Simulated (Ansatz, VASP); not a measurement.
**Si3Mo: VASP beside Ansatz**

```
CELL_PARAMETERS angstrom
3.82745 0.00000 0.00000
0.00000 3.82745 0.00000
0.00000 0.00000 3.82745
ATOMIC_POSITIONS crystal
Si 0.00000 0.50000 0.50000
Si 0.50000 0.00000 0.50000
Si 0.50000 0.50000 0.00000
Mo 0.00000 0.00000 0.00000
```

Change from the starting cell: species swapped into the ZnPd3 type (Pm-3m, No. 221).

Alike in both runs: functional PBE; k mesh 4 × 4 × 4; occupations gaussian, width 0.1 eV; no spin polarisation.

Ansatz relaxed the structure, and its values are those at the end. VASP's run is a single point on that final structure, the one shown.

```csv
,VASP,Ansatz
version,VASP 6.6.1,Ansatz 0.2.0
potentials or method,"VASP PAW PBE potentials, release 64 (Si, Mo_sv)","scalar-relativistic, plane waves, PAW"
plane-wave cutoff (eV),520,420
valence electrons in the cell,26,26
```

|  | VASP | Ansatz | Ansatz less VASP |
| --- | --- | --- | --- |
| gap on the k mesh at the Fermi level (eV) | none | none | - |
| pressure (GPa) | -0.1 | -0.1 | -0.06 |

A gap of «none» marks a metal or a gap that the smearing closes.

Caveats: the k mesh is coarse (spacing up to 0.41 Å⁻¹), so the values aren't converged.
